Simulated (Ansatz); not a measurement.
# Ni (Fm-3m) in Ansatz: a series of runs, part 2 of 2

Ansatz 0.2.0. Earlier steps stand in the parts before.

**3. Band structure, RPBE, collinear spin, ferromagnetic start**

The input, input.yaml:

```yaml
crystal:
  lattice:
    - [0.0, 1.737572933, 1.737572933]
    - [1.737572933, 0.0, 1.737572933]
    - [1.737572933, 1.737572933, 0.0]
  atoms:
    - { symbol: Ni, position: [0.0, 0.0, 0.0], spin: 1.0 }
hamiltonian:
  xc: rpbe
  pseudopotentials: { kind: paw }
magnetization:
  spin_polarized: true
kpoints:
  mp_grid: { grid: [13, 13, 13] }
  band_path:
    path:
      - [[0.0, 0.0, 0.0], [0.5, 0.0, 0.5], [0.5, 0.25, 0.75], [0.375, 0.375, 0.75], [0.0, 0.0, 0.0], [0.5, 0.5, 0.5], [0.625, 0.25, 0.625], [0.5, 0.25, 0.75], [0.5, 0.5, 0.5], [0.375, 0.375, 0.75]]
      - [[0.625, 0.25, 0.625], [0.5, 0.0, 0.5]]
    npoints: 14
scf:
  occupations: { method: fermi_dirac, width: 0.05 }
  n_extra_bands: 6
output:
  forces: true
  stress: true
  eigenvalues: true
  fatbands: false
```

Potentials or basis: Ansatz PAW.

Started as:

```bash
ansatz run input.yaml --threads 2 --pin off --max-ram 5632MiB --backend cpu --events-out ev --progress --plain --runs-dir out
```

Output:

```text
Warning: RAYON_NUM_THREADS=2 ignored (pool sized by the plan → 2); use --threads N
scf.n_extra_bands = 6 over 9 filled bands (N_el = 18.0): the run solves 15 bands
Engine: ansatz 0.2.0, aarch64-unknown-linux-gnu
Pseudopotentials: kind: paw
Pseudopotential: Ni, paw, valence charge 18, recommended cutoff 420 eV (normal), Ni.paw.azcp
Functional definition: RPBE
  parameter kappa = 0.804
  parameter beta = 0.06672455060314922
  exchange = rpbe_x(kappa = kappa, mu = beta*pi^2/3)
  correlation = pbe_c(beta = beta)
Crystal: 1 atoms, lattice volume = 10.492 Å³
Basis set: ecut = 420 eV, 181 PW (Γ), exchange–correlation on 36×36×36 points (8 copies of the dense FFT grid, shifted against one another)
Bands: 15, of which v1, the nominal top of the filled ones, is band 9 counted from 1 (8 counted from 0)
Symmetry: 48 space group operations
Space group: Fm-3m (ITA 225), of the structure as read, at distance tolerance 2.2e-5 Å
Magnetic group: BNS 225.116 (UNI 1618), of the structure as read, at distance tolerance 2.2e-5 Å
k-points: 84 of 2197
Non-local potential: Ni, projectors of the file, l = 0: 3, l = 1: 2, l = 2: 3, l = 3: 1
PAW form: soft (Blöchl's): semilocal exchange-correlation on the pseudo side does not see the compensation charge
PAW frozen core: Ni, regenerated for the run's functional, and the local potential with it (the file was generated under x = pbe(κ = 0.804, μ = 0.2195149727645171), c = pbe(β = 0.06672455060314922))
PAW one-centre angular grid: Ni, 590 points (default); XC on 64 Gauss nodes
Initial density: superposition of atomic densities (chi_scale 0.1, normalization cell)
Starting moments: Σ|m| = 1 μB on 1 of 1 site
Initial wavefunctions: pseudopotential atomic-orbital guess
Functional: x = rpbe, c = pbe(β = 0.06672455060314922)
SCF iter   1: F=—  HF=-5843.932044 eV  |F-HF|=—  |Δ(HF+E_count)|=         —  Δρ=6.48e-2 (↑4.11e-2 ↓6.48e-2)  dr2=7.03e-1  dr2_m=1.82e-2  M=0.886 μB ∫|m|=0.944 μB  β_m=0.30  ethr=3.10e-3  ⟨swp⟩=5.7  Hψ=13124  notcnv=0
Mixer restart at iter 1: flushing history
preconditioner: auto → none  [metal: Δε(μ)=0.009 eV  Ē_g=18.938 eV  σ=0.050 eV  W_gap=0.04  n_scr=0 (ndim 8)  ℏωp=36.3 eV  f_vac=0.000  D(μ)=1.87/eV (n_scr^D=26)]
SCF iter   2: F=—  HF=-5843.817825 eV  |F-HF|=—  |Δ(HF+E_count)|=   1.14e-1  Δρ=6.23e-2 (↑2.44e-2 ↓6.23e-2)  dr2=3.16e-1  dr2_m=5.65e-2  M=0.699 μB ∫|m|=0.765 μB  β_m=0.24  ethr=3.10e-3  ⟨swp⟩=2.5  Hψ=5024  notcnv=0  defer=196
SCF iter   3: F=—  HF=-5843.975252 eV  |F-HF|=—  |Δ(HF+E_count)|=   1.57e-1  Δρ=3.26e-2 (↑1.25e-2 ↓3.26e-2)  dr2=3.07e-2  dr2_m=3.72e-2  M=0.705 μB ∫|m|=0.775 μB  β_m=0.19  ethr=1.76e-3  ⟨swp⟩=2.3  Hψ=4021  notcnv=0  defer=195
SCF iter   4: F=—  HF=-5844.150872 eV  |F-HF|=—  |Δ(HF+E_count)|=   1.76e-1  Δρ=2.79e-2 (↑1.02e-2 ↓2.79e-2)  dr2=2.52e-2  dr2_m=2.55e-2  M=0.688 μB ∫|m|=0.761 μB  β_m=0.40  ethr=1.70e-4  ⟨swp⟩=2.0  Hψ=3482  notcnv=0  defer=196
SCF iter   5: F=—  HF=-5844.542374 eV  |F-HF|=—  |Δ(HF+E_count)|=   3.92e-1  Δρ=8.79e-3 (↑4.57e-3 ↓8.79e-3)  dr2=2.96e-3  dr2_m=1.95e-3  M=0.660 μB ∫|m|=0.740 μB  β_m=0.85  ethr=1.40e-4  ⟨swp⟩=2.9  Hψ=4675  notcnv=0  defer=196
SCF iter   6: F=—  HF=-5844.714680 eV  |F-HF|=—  |Δ(HF+E_count)|=   1.72e-1  Δρ=8.65e-3 (↑8.65e-3 ↓2.46e-3)  dr2=7.31e-3  dr2_m=1.01e-3  M=0.632 μB ∫|m|=0.722 μB  β_m=0.92  ethr=1.64e-5  ⟨swp⟩=2.0  Hψ=6008  notcnv=0  defer=203
SCF iter   7: F=—  HF=-5844.717269 eV  |F-HF|=—  |Δ(HF+E_count)|=   2.59e-3  Δρ=1.01e-2 (↑5.03e-3 ↓1.01e-2)  dr2=1.35e-2  dr2_m=7.36e-4  M=0.632 μB ∫|m|=0.722 μB  β_m=0.96  ethr=1.64e-5  ⟨swp⟩=1.0  Hψ=2670  notcnv=0  defer=203
SCF iter   8: F=—  HF=-5844.717286 eV  |F-HF|=—  |Δ(HF+E_count)|=   1.67e-5  Δρ=2.90e-3 (↑1.97e-3 ↓2.90e-3)  dr2=5.97e-5  dr2_m=5.69e-4  M=0.632 μB ∫|m|=0.724 μB  β_m=0.85  ethr=1.64e-5  ⟨swp⟩=2.4  Hψ=4473  notcnv=0  defer=204
SCF iter   9: F=—  HF=-5844.717239 eV  |F-HF|=—  |Δ(HF+E_count)|=   4.64e-5  Δρ=4.68e-4 (↑8.59e-5 ↓4.68e-4)  dr2=1.29e-5  dr2_m=5.98e-6  M=0.632 μB ∫|m|=0.723 μB  β_m=0.93  ethr=3.32e-7  ⟨swp⟩=1.7  Hψ=3214  notcnv=0  defer=204
SCF iter  10: F=—  HF=-5844.717243 eV  |F-HF|=—  |Δ(HF+E_count)|=   3.64e-6  Δρ=8.40e-5 (↑6.31e-5 ↓8.40e-5)  dr2=1.32e-6  dr2_m=1.49e-8  M=0.632 μB ∫|m|=0.723 μB  β_m=0.96  ethr=7.19e-8  ⟨swp⟩=1.6  Hψ=2898  notcnv=0  defer=204
SCF iter  11: F=—  HF=-5844.717243 eV  |F-HF|=—  |Δ(HF+E_count)|=   1.44e-7  Δρ=1.63e-6 (↑9.12e-7 ↓1.63e-6)  dr2=1.97e-10  dr2_m=6.37e-11  M=0.632 μB ∫|m|=0.723 μB  β_m=0.98  ethr=7.35e-9  ⟨swp⟩=2.3  Hψ=3127  notcnv=0  defer=204
SCF iter  12: F=-5844.717243 eV  HF=-5844.717243 eV  |F-HF|=6.00e-11  |Δ(HF+E_count)|=  6.86e-10  Δρ=5.40e-7 (↑5.40e-7 ↓5.33e-7)  dr2=5.93e-11  dr2_m=3.23e-13  M=0.632 μB ∫|m|=0.723 μB  ethr=1.09e-12  ⟨swp⟩=5.1  Hψ=9958  notcnv=0
SCF 1 converged in 12 iterations: F = -5844.717243 eV  dr2 = 5.93e-11
NSCF: frozen V_eff on 142 k-points
SCF converged after 12 iterations
Magnetization: 0.6316 μB (9.3158 up, 8.6842 down)
Absolute magnetization: 0.7242 μB (∫|ρ↑−ρ↓|, with the PAW one-centre terms)
Spin contamination: 0.0071 ħ² per cell (⟨S²⟩ above its minimum at these occupations)
Per-site moments (μB) at R_I (Å): [(0.6709030466535982, 1.0136359230776613)]
Free energy (F): -5844.717243 eV
Harris-Foulkes:  -5844.717243 eV  (|F-HF|=6.00e-11)
Internal energy: -5844.704817 eV  (E = F + TS)
E sigma→0 (E₀):  -5844.711030 eV
Entropy (-TS):   -0.012426 eV (-12.426 meV/atom)
Fermi energy:    19.182324 eV
--- Per-component energies (eV) ---
  E_band       = -268.804428
  E_kinetic    = 282.602811
  E_local      = -3377.204569  (includes V_loc(G=0)·N_el)
  E_nonlocal   = 635.014231
  E_hartree    = 1412.302051
  E_xc         = -85.177916
  E_vxc        = -109.748340  (∫ρ·V_xc dr)
  E_paw        = -1634.541827  (= ΣΔE_a)
  E_vpaw       = -524.073820  (= ΣTr[D̂ρ^β])
  E_aug_tail   = 0.000574  (compensation charges beyond the density's cutoff)
  E_ewald      = -3077.655828
  E_core_change = -0.044345  (= ΣΔE_core)
  E_smearing   = -0.012426  (= −TS)
  E_closure    = 0.000000  (closes the sum)
  Σ components = -5844.717243   (vs F -5844.717243, Δ=0.00e0)
--- Forces (eV/Å), atoms counted from 1 ---
  atom   1  Ni    -0.00000000     0.00000000     0.00000000
  max |Σ_I F_I| component: 1.56e-31 eV/Å
--- Stress (GPa, compression-positive) ---
       13.937394      -0.000000      -0.000000
       -0.000000      13.937394      -0.000000
       -0.000000       0.000000      13.937394
  P = ⅓ Tr σ = 13.9374 GPa (139.374 kbar)
--- Band table (eV; the first three rows and the last of 168) ---
  k-point 0 ↑: bands = ["-84.7231", "-44.8878", "-44.8878", "-44.8878", "9.7996", "16.6045", "16.6045", "16.6045", "17.8564", "17.8564", "42.9206", "47.2430", "47.2430", "47.2430", "49.8083"]
  k-point 1 ↑: bands = ["-84.7209", "-44.9022", "-44.8898", "-44.8898", "10.0370", "16.5415", "16.6582", "16.6582", "17.8338", "17.8338", "42.1182", "44.9053", "46.6931", "46.6931", "50.5991"]
  k-point 2 ↑: bands = ["-84.7146", "-44.9419", "-44.8955", "-44.8955", "10.7273", "16.3883", "16.7788", "16.7788", "17.8052", "17.8052", "38.7933", "43.8616", "45.8535", "45.8535", "51.1650"]
  k-point 83 ↓: bands = ["-83.8224", "-44.2347", "-44.2134", "-44.1485", "15.5581", "16.3683", "16.6847", "18.3774", "19.5536", "25.8956", "27.9314", "30.0145", "31.1775", "48.7939", "50.1580"]
```

Run time: 2.9 s. Hardware: 2 threads of Arm Neoverse V1, shared host; peak memory 0.28 GiB.

What came out:

| Quantity | Value |
| --- | --- |
| Free energy | -5844.7172 eV |
| Pressure | 13.9 GPa |
| Band gap on the k mesh | none (metal or under the smearing width) |
| Net moment | 0.63 μB per cell |
| Absolute moment | 0.72 μB per cell |
| Site moments | Ni +0.67 μB |

Levels at the corners of the path, in eV from the Fermi level:
Spin up:
```csv
point,band 7,band 8,band 9,band 10,band 11,band 12
Γ,-2.58,-2.58,-1.33,-1.33,23.74,28.06
X,-0.57,-0.49,-0.49,2.37,9.46,15.11
W,-3.27,-1.40,-0.49,7.87,7.87,10.12
K,-2.25,-1.16,-0.76,5.80,7.40,10.21
Γ,-2.58,-2.58,-1.33,-1.33,23.74,28.06
L,-2.56,-0.63,-0.63,-0.48,5.86,22.25
U,-2.25,-1.16,-0.76,5.80,7.40,10.21
W,-3.27,-1.40,-0.49,7.87,7.87,10.12
L,-2.56,-0.63,-0.63,-0.48,5.86,22.25
K,-2.25,-1.16,-0.76,5.80,7.40,10.21
U,-2.25,-1.16,-0.76,5.80,7.40,10.21
X,-0.57,-0.49,-0.49,2.37,9.46,15.11
```
Spin down:
```
point  band 6  band 7  band 8  band 9  band 10  band 11
    Γ   -1.79   -1.79   -1.79   -0.72    -0.72    23.55
    X   -3.83    0.06    0.42    0.42     2.30     9.71
    W   -2.64   -2.64   -0.83    0.42     8.04     8.04
    K   -3.40   -1.62   -0.57    0.13     6.01     7.58
    Γ   -1.79   -1.79   -1.79   -0.72    -0.72    23.55
    L   -1.93   -1.93   -0.56    0.16     0.16     6.30
    U   -3.40   -1.62   -0.57    0.13     6.01     7.58
    W   -2.64   -2.64   -0.83    0.42     8.04     8.04
    L   -1.93   -1.93   -0.56    0.16     0.16     6.30
    K   -3.40   -1.62   -0.57    0.13     6.01     7.58
    U   -3.40   -1.62   -0.57    0.13     6.01     7.58
    X   -3.83    0.06    0.42    0.42     2.30     9.71
```

Caveat: the PAW data sets come from PBE, with cores solved anew for the run's functional, which leaves a small shift of forces and pressure.
